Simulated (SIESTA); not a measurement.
A run of SIESTA 5.4.2 is set up as follows.

Contents of HfO2.fdf:

```
SystemName                      HfO2
SystemLabel                     HfO2
NumberOfSpecies                 2
NumberOfAtoms                   3
%block ChemicalSpeciesLabel
  1  72 Hf
  2   8 O
%endblock ChemicalSpeciesLabel

LatticeConstant                 1.0 Ang
%block LatticeVectors
     0.0000000000     2.5575000000     2.5575000000
     2.5575000000     0.0000000000     2.5575000000
     2.5575000000     2.5575000000     0.0000000000
%endblock LatticeVectors
AtomicCoordinatesFormat         Fractional
%block AtomicCoordinatesAndAtomicSpecies
     0.0000000000     0.0000000000     0.0000000000  1  Hf
     0.7500000000     0.7500000000     0.7500000000  2  O
     0.2500000000     0.2500000000     0.2500000000  2  O
%endblock AtomicCoordinatesAndAtomicSpecies

%block kgrid.MonkhorstPack
    9   0   0  0.0
    0   9   0  0.0
    0   0   9  0.0
%endblock kgrid.MonkhorstPack
XC.Functional                   GGA
XC.Authors                      AM05
PAO.BasisSize                   DZP
PAO.EnergyShift                 0.003 Ry
Mesh.Cutoff                     800 Ry
OccupationFunction              FD
ElectronicTemperature           0.05 eV
MaxSCFIterations                120
SCF.MustConverge                false
SCF.Mixer.Method                Pulay
SCF.Mixer.Weight                0.25
SCF.Mixer.History               8
SCF.DM.Tolerance                5.0e-05
SCF.H.Tolerance                 1.0e-03 eV
WriteForces                     true
Charge.Mulliken                 end
BandLinesScale                  ReciprocalLatticeVectors
%block BandLines
    1    0.000000   0.000000   0.000000  \Gamma
   12    0.500000   0.000000   0.500000  X
    6    0.500000   0.250000   0.750000  W
    4    0.375000   0.375000   0.750000  K
   13    0.000000   0.000000   0.000000  \Gamma
   11    0.500000   0.500000   0.500000  L
    8    0.625000   0.250000   0.625000  U
    4    0.500000   0.250000   0.750000  W
    9    0.500000   0.500000   0.500000  L
    8    0.375000   0.375000   0.750000  K
    1    0.625000   0.250000   0.625000  U
    4    0.500000   0.000000   0.500000  X
%endblock BandLines
%block PAO.Basis
  Hf 5
  n=5 0 2
    3.241 0.000
  n=6 0 2
    8.130 0.000
  n=5 1 2
    3.929 0.000
  n=6 1 1
    8.130
  n=5 2 2
    7.842 0.000
%endblock PAO.Basis
```

Potentials or basis: PseudoDojo 0.4 standard (PBEsol files), DZP (energy shift 0.003 Ry; two zetas on semicore shells).

Launch:

```console
$ siesta < HfO2.fdf > HfO2.out 2>&1
```

Q: Predict the pressure.

A: -7.7 GPa.

Q: What does it give for the band gap on the k mesh?

A: 3.62 eV, indirect (least direct gap 3.76 eV).

Levels at the corners of the path, in eV from the valence-band top:
| point | band 9 | band 10 | band 11 | band 12 | band 13 | band 14 | band 15 | band 16 |
| --- | --- | --- | --- | --- | --- | --- | --- | --- |
| Γ | -5.40 | -0.61 | -0.61 | -0.61 | 3.57 | 3.57 | 5.51 | 9.94 |
| X | -3.51 | -1.62 | -1.62 | 0.00 | 3.54 | 5.12 | 6.18 | 7.73 |
| W | -2.62 | -2.62 | -1.50 | -0.18 | 4.56 | 4.81 | 6.65 | 6.65 |
| K | -3.40 | -2.31 | -1.40 | -0.33 | 4.06 | 5.07 | 6.49 | 7.10 |
| Γ | -5.40 | -0.61 | -0.61 | -0.61 | 3.57 | 3.57 | 5.51 | 9.94 |
| L | -3.16 | -2.74 | -1.86 | -1.86 | 4.26 | 4.26 | 6.52 | 8.96 |
| U | -3.40 | -2.31 | -1.40 | -0.33 | 4.06 | 5.07 | 6.49 | 7.10 |
| W | -2.62 | -2.62 | -1.50 | -0.18 | 4.56 | 4.81 | 6.65 | 6.65 |
| L | -3.16 | -2.74 | -1.86 | -1.86 | 4.26 | 4.26 | 6.52 | 8.96 |
| K | -3.40 | -2.31 | -1.40 | -0.33 | 4.06 | 5.07 | 6.49 | 7.10 |
| U | -3.40 | -2.31 | -1.40 | -0.33 | 4.06 | 5.07 | 6.49 | 7.10 |
| X | -3.51 | -1.62 | -1.62 | 0.00 | 3.54 | 5.12 | 6.18 | 7.73 |

Caveat: short orbitals over semicore shells can move pressures by several GPa; the potentials were made for another functional, which shifts forces and pressure; spin-orbit coupling is left out, which moves the levels of the heavy elements; the basis of atomic orbitals isn't converged, which shifts pressures, moduli and gaps. AM05 gaps usually lie below the measured ones, often by a third to a half.
